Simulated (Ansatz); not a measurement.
**Ionic part of the dielectric constant of BN at 25 GPa, mode by mode**

Level of theory: DFT PBEsol, scalar-relativistic, plane waves, PAW in Ansatz 0.2.0. Plane waves to 420 eV; Γ-centred k mesh 12×12×12; fixed occupations. No spin polarisation. Phonons by linear response, acoustic sum rule imposed.

Symmetry: R3m, No. 160, trigonal system. The conventional cell has a = 2.466 Å, b = 2.466 Å, c = 7.704 Å, α = 90.00°, β = 90.00°, γ = 120.00°. B (site symmetry 3m) has 3 N at 1.42 Å as nearest neighbours. N (site symmetry 3m) is surrounded by 3 B at 1.42 Å.

The crystal is built of layers and no dispersion correction was added, so the binding between them is poorly described, and with it their spacing and whatever depends on it.

The primitive cell has V = 13.52 Å³ and ε∞,xx = 5.572. Each polar mode adds Δε = (4.92064×10⁷/V)·S/ν² along x, with S its oscillator strength in e²/amu, ν in cm⁻¹ and V in Å³.

Question: From these modes, find each Δε and ε0,xx.
```
ν (cm⁻¹) S_xx (e²/amu)
  1447.2          1.117
```

Answer:
```csv
ν (cm⁻¹),Δε
1447.2,1.94
```

The sum is 1.941, so ε0,xx = 7.51; the run's tensor has 7.51.

Question: Where do the longitudinal modes lie for a wave vector along x?

Answer: At 1680 cm⁻¹. The Lyddane–Sachs–Teller product Π(ν_LO/ν_TO)² = 1.35 matches ε0/ε∞ = 1.35.

This form isn't the usual stable structure of the compound at low pressure.

Cost: 1 run of about 0.33 core-minutes, on AMD EPYC 9R14 (Zen 4) (shared hosts).